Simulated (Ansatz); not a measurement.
A run of Ansatz 0.2.0:

The input input.yaml:

```yaml
crystal:
  lattice:
    - [2.7836650458, 0.0, 0.0]
    - [-1.3918325229, 2.4107246453, 0.0]
    - [0.0, 0.0, 4.628893]
  atoms:
    - { symbol: Pd, position: [0.3333333333, 0.6666666667, 0.25] }
    - { symbol: Pd, position: [0.6666666667, 0.3333333333, 0.75] }
hamiltonian:
  xc: pbesol
  pseudopotentials: { kind: paw }
  dispersion: d4
kpoints:
  mp_grid: { grid: [11, 11, 6] }
scf:
  occupations: { method: fermi_dirac, width: 0.05 }
output:
  forces: true
  stress: true
  eigenvalues: true
relax:
  f_tol: 0.01
  max_steps: 40
  cell: { stress_tol: 0.05 }
```

Potentials or basis: Ansatz PAW.

Run with:

```sh
$ ansatz run input.yaml --threads 2 --pin off --max-ram 5632MiB --backend cpu --events-out ev --progress --plain --runs-dir out
```

Hardware: 2 threads of Intel(R) Xeon(R) 6975P-C (Granite Rapids), on a shared host.

Q: How long does it take, and how much memory?

A: Wall time 5 s on 2 threads of Intel(R) Xeon(R) 6975P-C (Granite Rapids) (shared host), peak memory 0.36 GiB. Counts: scf iterations 42, plane waves 549, k points 64, bands 22, ion steps 7.
